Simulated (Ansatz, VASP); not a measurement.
# NaI in VASP and in Ansatz

```
Na I
1.0
     8.85805    0.00000    0.00000
     0.00000    8.85805    0.00000
    -2.21451   -2.21451    8.36377
Na I
8 8
Direct
  0.37500 0.12500 0.50000
  0.87500 0.12500 0.50000
  0.37500 0.62500 0.50000
  0.87500 0.62500 0.50000
  0.25000 0.25000 0.00000
  0.75000 0.25000 0.00000
  0.25000 0.75000 0.00000
  0.75000 0.75000 0.00000
  0.12500 0.37500 0.50000
  0.62500 0.37500 0.50000
  0.12500 0.87500 0.50000
  0.62500 0.87500 0.50000
  0.00000 0.00000 0.00000
  0.50000 0.00000 0.00000
  0.00000 0.50000 0.00000
  0.50000 0.50000 0.00000
```

Alike in both runs: task single point; functional PBE; dispersion D3(BJ); k mesh 1 × 1 × 1; occupations gaussian, width 0.1 eV; no spin polarisation.

```csv
,VASP,Ansatz
version,VASP 6.6.1,Ansatz 0.2.0
potentials or method,"VASP PAW PBE potentials, release 64 (Na_pv, I)","scalar-relativistic, plane waves, PAW"
plane-wave cutoff (eV),520,420
valence electrons in the cell,112,208
```

```tsv
	VASP	Ansatz	Ansatz less VASP
gap on the k mesh at the Fermi level (eV)	3.05	3.05	+0.002
least direct gap on the mesh (eV)	3.05	3.05	+0.002
pressure (GPa)	0.3	0.3	-0.01
largest component of the traceless stress (GPa)	1.03	1.01	-0.014
rms of the force components (eV/Å)	0.040	0.041	+0.0008
```

Atom by atom the forces differ by 0.001 eV/Å (rms over components). The two sets of potentials don't hold the same shells in valence.

Caveats: the k mesh is coarse (spacing up to 0.75 Å⁻¹), so the values aren't converged; spin-orbit coupling is left out, which moves the levels of the heavy elements; an odd mesh through Γ misses points on the zone boundary, where band edges often lie.
